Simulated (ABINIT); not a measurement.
The system is BAs.

```
CELL_PARAMETERS angstrom
0.00000 2.38850 2.38850
2.38850 0.00000 2.38850
2.38850 2.38850 0.00000
ATOMIC_POSITIONS crystal
As 0.75000 0.75000 0.75000
B 0.00000 0.00000 0.00000
```

Base run:

```yaml
Program: ABINIT 10.8.3 (patched build)
Functional: r2SCAN
Potentials_or_basis: JTH PAW PBE v2.0
Cutoff: 490 eV
k_mesh: 10 × 10 × 10
Occupations: fermi-dirac, width 0.05 eV
Spin: no spin polarisation
```

Its results: band gap on the k mesh 1.36 eV, indirect (least direct gap 3.43 eV); pressure 0.7 GPa.

**Question.** After a change of settings the same cell gave: band gap on the k mesh 1.41 eV, indirect (least direct gap 3.37 eV); pressure 7.6 GPa. Which change was it?
A. functional from r2SCAN to LDA
B. functional from r2SCAN to SCAN
C. functional from r2SCAN to revPBE
D. functional from r2SCAN to BLYP

**Answer.** D.

Caveats: the PAW data sets were made with another functional, which shifts forces and pressure a little.
